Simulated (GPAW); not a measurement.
# GPAW run on Li₂O (Fm-3m, 3 atoms in the cell): self-consistent single point

Method: PBE, GPAW PAW datasets PBE (gpaw-data 1.0.1) (plane waves; GPAW).

The input file:

```python
from ase import Atoms
from ase.units import GPa
from gpaw import GPAW

atoms = Atoms(['Li', 'Li', 'O'],
              cell=[[0.000000, 2.280783, 2.280783],
                    [2.280783, 0.000000, 2.280783],
                    [2.280783, 2.280783, 0.000000]],
              scaled_positions=[[0.750000, 0.750000, 0.750000],
                                [0.250000, 0.250000, 0.250000],
                                [0.000000, 0.000000, 0.000000]],
              pbc=True)

calc = GPAW(mode={'name': 'pw', 'ecut': 900},
            xc='PBE',
            kpts={'size': (6, 6, 6), 'gamma': True},
            occupations={'name': 'fermi-dirac', 'width': 0.02},
            nbands=-8,
            convergence={'forces': 0.001, 'bands': -6},
            symmetry={'symmorphic': False, 'tolerance': 0.0005},
            maxiter=120,
            txt='-')

atoms.calc = calc

energy = atoms.get_potential_energy()
print('Energy (eV):', round(energy, 6))
forces = atoms.get_forces()
print('Forces (eV/Ang):')
print(forces.round(5))
stress = atoms.get_stress()
print('Stress (GPa, Voigt):', (stress / GPa).round(4))
```

Log, with long lists cut:

```
Input parameters:
  convergence: {bands: -6,
                forces: 0.001}
  kpts: {gamma: True,
         size: (6, 6, 6)}
  maxiter: 120
  mode: {ecut: 900,
         name: pw}
  nbands: -8
  occupations: {name: fermi-dirac,
                width: 0.02}
  symmetry: {symmorphic: False,
             tolerance: 0.0005}
  xc: PBE

species:
  Li:
    name: Lithium
    Z: 3.0
    valence: 1
    core: 2
    charge: 0.0
    file: Li.PBE.gz

    # Using partial waves for Li as LCAO basis

  O:
    name: Oxygen
    Z: 8.0
    valence: 6
    core: 2
    charge: 0.0
    file: O.PBE.gz

    # Using partial waves for O as LCAO basis

Reference energy: -2446.427942  # eV

Spin-paired calculation

Convergence criteria:
 Maximum [total energy] change in last 3 cyles: 0.0005 eV / valence electron
 Maximum integral of absolute [dens]ity change: 0.0001 electrons / valence electron
 Maximum integral of absolute [eigenst]ate change: 4e-08 eV^2 / valence electron
 Maximum change in the atomic [forces] across last 2 cycles: 0.001 eV/Ang OR
Maximum error relative to the maximum force is below inf
 Maximum number of scf [iter]ations: 120

Symmetries present (total): 48
Symmetries with fractional translations: 0
216 k-points: 6 x 6 x 6 Monkhorst-Pack grid + [1/12,1/12,1/12]
16 k-points in the irreducible part of the Brillouin zone
       k-points in crystal coordinates                weights
   0:     0.00000000    0.00000000    0.00000000          1/216
   1:     0.16666667    0.16666667    0.00000000          6/216
   2:     0.16666667    0.16666667    0.16666667          8/216
   [... 7 lines left out ...]
          ...
  15:     0.50000000    0.50000000    0.50000000          4/216

Wave functions: Plane wave expansion
  Cutoff energy: 900.000 eV
  Number of coefficients (min, max): 1428, 1464
  Pulay-stress correction: 0.000000 eV/Ang^3 (de/decut=0.000000)

Occupation numbers: Fermi-Dirac:
  width: 0.0200  # eV

Eigensolver

Densities:
  Coarse grid: 24*24*24 grid
  Fine grid: 48*48*48 grid
  Total Charge: 0.000000

Density mixing:
  Method: separate
  Backend: pulay
  Linear mixing parameter: 0.05
  old densities: 5
  Damping of long wavelength oscillations: 50

Hamiltonian:
  XC and Coulomb potentials evaluated on a 48*48*48 grid
  External potential:
    NoExternalPotential

XC parameters: PBE with 2 nearest neighbor stencil

Number of atoms: 3
Number of atomic orbitals: 12
Number of bands in calculation: 12
Number of valence electrons: 8
Bands to converge: 6

Density initialized from atomic densities
  12 bands from LCAO basis set

Atomic positions and initial magnetic moments

Positions:
   0 Li     3.421175    3.421175    3.421175    ( 0.0000,  0.0000,  0.0000)
   1 Li     1.140392    1.140392    1.140392    ( 0.0000,  0.0000,  0.0000)
   2 O      0.000000    0.000000    0.000000    ( 0.0000,  0.0000,  0.0000)

Unit cell:
           periodic     x           y           z      points  spacing
  1. axis:    yes    0.000000    2.280783    2.280783    24     0.1097
  2. axis:    yes    2.280783    0.000000    2.280783    24     0.1097
  3. axis:    yes    2.280783    2.280783    0.000000    24     0.1097

  Lengths:   3.225514   3.225514   3.225514
  Angles:   60.000000  60.000000  60.000000

Effective grid spacing dv^(1/3) = 0.1197

     iter     time        total  log10-change:
                         energy   eigst   dens  force
iter:   1 --:--:--   -15.266002   +0.62
iter:   2 --:--:--   -15.031025   -1.67  -0.79
iter:   3 --:--:--   -14.461437   -1.67  -0.83
iter:   4 --:--:--   -14.396559   -2.14  -1.05
iter:   5 --:--:--   -14.399061   -2.36  -1.31
iter:   6 --:--:--   -14.401815   -3.37  -1.90
iter:   7 --:--:--   -14.402190c  -4.09  -2.21
iter:   8 --:--:--   -14.402205c  -5.19  -2.97
iter:   9 --:--:--   -14.402204c  -6.73  -3.69
iter:  10 --:--:--   -14.402207c  -6.28  -3.57
iter:  11 --:--:--   -14.402207c  -8.29c -5.02c
iter:  12 --:--:--   -14.402207c  -9.97c -5.23c -16.33c

Converged after 12 iterations.

Dipole moment: (-0.000000, -0.000000, 0.000000) |e|*Ang

Energy contributions relative to reference atoms: (reference = -2446.427942)

Kinetic:        +18.788664
Potential:      -16.744749
External:        +0.000000
XC:             -16.687297
Entropy (-ST):   -0.000000
Local:           +0.241175
SIC:             +0.000000
--------------------------
Free energy:    -14.402207
Extrapolated:   -14.402207

Showing only first 2 kpts
 Kpt  Band  Eigenvalues  Occupancy
  0     2      1.56082    2.00000
  0     3      1.56082    2.00000
  0     4      7.09085    0.00000
  0     5     13.73706    0.00000

  1     2      1.15445    2.00000
  1     3      1.15445    2.00000
  1     4      7.76512    0.00000
  1     5     14.04066    0.00000

Fermi level: 2.74655

Gap: 5.044 eV
Transition (v -> c):
  (s=0, k=0, n=3, [0.00, 0.00, 0.00]) -> (s=0, k=12, n=4, [0.50, 0.50, 0.00])
Direct/indirect transitions are different
Direct gap: 5.530 eV
Transition at: (s=0, k=0, n=3, [0.00, 0.00, 0.00])
Energy (eV): -14.402207

Forces in eV/Ang:
  0 Li   -0.00000    0.00000   -0.00000
  1 Li    0.00000    0.00000    0.00000
  2 O     0.00000    0.00000    0.00000

Stress tensor:
    -0.043431     0.000000     0.000000
     0.000000    -0.043431    -0.000000
     0.000000    -0.000000    -0.043431
Stress (GPa, Voigt): [-6.9585 -6.9585 -6.9585 -0.      0.      0.    ]
```

The run converged in 12 iterations. GPAW prints stress with tension positive.

At such cutoffs GPAW's stress carries a finite-basis (Pulay) error, which enters relaxed cells too; its log prints stress with tension positive.

The starting cell comes from a database of computed structures (which also holds hypothetical and non-ambient phases and stackings), without a prior relaxation at this level. Its lattice was rescaled by a random factor within 2.5 % of one.
